Indium arsenide in the zinc blende structure was calculated with PBE at nine volumes. Volume is counted per atom, the shortest distance is the In–As bond, and a positive pressure means that the calculated crystal would expand if it were released. Two rough, recalled facts about the real crystal serve as a yardstick. At ordinary pressure it occupies about 28 Å³ per atom, and it is a semiconductor with a gap of about 0.4 eV.

Zinc blende InAs at fixed volumes, calculated with Ansatz 0.2.0 using PBE and frozen-core PAW, scalar-relativistic (no spin–orbit coupling) and without spin polarisation. The plane-wave cutoff is 420 eV, the k mesh 10×10×10 and the Fermi–Dirac smearing width 0.08 eV. Pressure is positive in compression.

| volume (Å³/atom) | shortest distance (Å) | pressure (GPa) |
| --- | --- | --- |
| 26.008 | 2.566 | 8.525 |
| 26.547 | 2.583 | 6.836 |
| 26.824 | 2.592 | 6.036 |
| 27.100 | 2.601 | 5.277 |
| 27.653 | 2.619 | 3.877 |
| 28.206 | 2.636 | 2.621 |
| 28.483 | 2.645 | 2.042 |
| 28.759 | 2.653 | 1.493 |
| 29.312 | 2.670 | 0.481 |

**(a) Does the calculation give the crystal its right size, and what decides the sign of the error?**

*Solution.* A real crystal lying on a bench has practically zero pressure, so a sound calculation should return nearly zero at 28 Å³ per atom. This volume lies between the rows at 27.653 and 28.206, whose pressures are 3.9 and 2.6 GPa. The calculated pressure there is therefore about 3 GPa. The recalled volume is rounded upwards, and each 0.1 Å³ less adds about 0.2 GPa, so this figure is if anything low. The lattice pushes outwards at a size where the real one is at rest.

A Birch–Murnaghan curve, the usual smooth relation between pressure and volume, reaches zero at 29.6 Å³ per atom, a little beyond the last row. The calculated crystal is thus about 6% too large in volume, or 2% in length. Atomic vibrations are left out of these pressures. They push outwards as well, so including them would make the disagreement slightly larger.

The sign follows from two limits of the density. PBE adds to the exchange energy a correction that vanishes where the electron density is uniform and lowers the energy where it is uneven. Separate atoms are the uneven limit, and squeezing them together smooths the density between them. The correction therefore favours pulling the atoms apart; the matching correction to the correlation energy has the opposite sign and cancels only part of it. PBE gives it a strength that suits free atoms, which is too much for the gentler density variations in a solid. This explanation comes from theory; the nine volumes show the error but do not test its cause.

**(b) The calculated gap is 0.11 eV in the most compressed row, 0.01 eV in the next, and zero in the other seven. Does InAs become a metal when it expands?**

*Solution.* The real crystal has its gap at 28 Å³ per atom, where the calculation gives zero, so the metal is a product of the method. The zero also hides how large the error is. To see that, one must look at the two levels that border the gap at the centre of the Brillouin zone: a single s-like level and a threefold p-like level. Call D the energy of the single level less that of the threefold one.

Leave aside the smearing, which blurs the fillings of levels close to the gap. When D is positive, the threefold level is then full, the single level is empty, and D is the gap. When D is negative, the single level is filled first and too few electrons remain to fill the threefold level. Filled and empty bands then touch, and the gap is zero however negative D becomes. In these calculations D runs from +0.11 eV at the smallest volume to −0.50 eV at the largest, and changes sign near 26.6 Å³ per atom.

Limiting cases explain the direction. In widely separated atoms the s level of indium lies below the p level of arsenic, so D is negative. In the crystal the s-like level is antibonding: overlap between neighbours pushes it up, while the bonding p-like level moves far less. Measured from the deep arsenic 3d level, the single level rises by 0.75 eV from the largest volume to the smallest, the threefold one by only 0.14 eV. Compression strengthens the overlap and lifts the single level relative to the threefold one, so D rises; expansion does the opposite. A semiconductor with the same two levels at its gap should likewise lose gap as it expands.

The real crystal also obeys this rule, but PBE places the change of order at far too small a volume. At 28 Å³ per atom D is −0.26 eV instead of about +0.4 eV, a shortfall of nearly 0.7 eV. Spin–orbit coupling, absent here, would raise the top of the p-like level by roughly 0.1 eV and bring the shortfall to about 0.8 eV.

Theory gives a likely reason, though the nine rows do not test it. The measured gap is the level difference of the exact theory plus a jump, by which the exact potential rises when an electron is added across the gap. PBE has no such jump, so its level difference is expected to fall short of the gap. The jump moves all levels together, however, and its absence cannot by itself reverse their order. A negative D most likely means that the PBE potential also misplaces the two levels against each other. The expected cause is that in PBE each electron partly repels itself, which leaves the filled arsenic p level too high against the s-like level. In a wide-gap material the combined error still leaves a gap; in InAs it exceeds the gap, and the order comes out reversed.

**(c) Suppose the calculation is left to find its own volume before the electronic levels are examined. What does this do to the error in D, and does the reversed order in turn cause the excess pressure?**

*Solution.* Over all nine rows, D follows a straight line in the logarithm of the volume V to within about 0.001 eV:

D(V) = −0.263 eV − 5.10 eV × ln(V / 28 Å³)

Each per cent of added volume thus costs about 0.05 eV. At the calculation's own resting volume, ln(29.6/28) = 0.0556, and the second term is −5.10 × 0.0556 = −0.28 eV. D falls to about −0.55 eV. This is a short extrapolation, since the last row lies at 29.312 Å³ per atom.

Measured against a gap of 0.4 eV, the total shortfall is now about 0.95 eV. Some 0.66 eV of it was present at the real crystal's volume, and 0.28 eV was added by the swollen lattice. Relaxing the cell therefore makes the electronic error roughly half as large again. The division depends on the recalled volume: each 0.1 Å³ less moves about 0.02 eV from the first part to the second. Using the measured volume removes the added part, but the levels remain in the wrong order.

The reverse influence can be tested. The pressure curve in part (a) was fitted only to the seven rows with reversed order. It predicts the pressures of the two normal rows to about 0.01 GPa, as the output below shows. No break is visible where the order changes. Alone this is weak evidence, because the smearing would blur a break: even in the two normal rows the single level is still more than half filled. An estimate says more. The zone centre is one of the 1000 points of the k mesh, and moving two electrons there from one level to the other changes the pressure by only about 0.03 GPa. The reversed order therefore cannot account for an excess of 3 GPa.

The opposite limit, strong compression, contains a trap. The two smallest volumes have the right order of levels and look like a success. Yet the gap of the real crystal grows on compression too. If it changes with volume as D does, it would be about 0.8 eV at the volume of the first row, so the shortfall there is as large as before. Even the 0.11 eV gap of the first row is uncertain, because the missing spin–orbit shift is about as large and could close it. Two checks expose the failure: the pressure at the measured volume, and the sign of D where the printed gap is zero.

Output of the analysis:

```
Level order and pressure:
     row  pressure_GPa  single_minus_threefold_eV  gap_eV
  26.008         8.525                     0.1143  0.1143
  26.547         6.836                     0.0088  0.0088
  26.824         6.036                   -0.04438       0
    27.1         5.277                   -0.09697       0
  27.653         3.877                    -0.2003       0
  28.206         2.621                    -0.3013       0
  28.483         2.042                    -0.3507       0
  28.759         1.493                    -0.3996       0
  29.312         0.481                    -0.4954       0
fit of pressure on 7 rows (split < 0): coefficient of (s/vol)**(7/3)-(s/vol)**(5/3) 72.82 +/- 0.021, coefficient of ((s/vol)**(7/3)-(s/vol)**(5/3))*((s/vol)**(2/3)-1) 40.45 +/- 0.37, s 29.6; rms 0.000504, worst 28.483 -0.000909, leave-one-out rms 0.000699
  rows outside the fit (model, value, miss): 26.008 8.538, 8.525, 0.0127; 26.547 6.84, 6.836, 0.00379
fit of split on 9 rows: constant -0.2632 +/- 0.00028, coefficient of log(vol/28) -5.101 +/- 0.0069; rms 0.000692, worst 29.312 -0.00134, leave-one-out rms 0.00102
Volume at zero pressure, extrapolated (Å³/atom): 29.6
Excess of that volume over about 28 (%): 5.705
The same excess in length (%): 1.867
Pressure at 28 Å³/atom (GPa): 3.075
Slope of pressure there (GPa per Å³/atom): -2.239
Bulk modulus at zero pressure (GPa): 48.55
Bulk modulus at 28 Å³/atom (GPa): 62.7
Volume where the levels cross (Å³/atom): 26.59
Single minus threefold level at 28 Å³/atom (eV): -0.2632
Single minus threefold level at zero pressure (eV): -0.5462
Shortfall against a gap of 0.4 eV at 28 Å³/atom (eV): 0.6632
Shortfall there once spin-orbit coupling is allowed for (eV): 0.7965
Further loss from the swollen lattice (eV): 0.283
Depth of In 4d below the threefold level in the row 27.653 (eV): 14.38
```
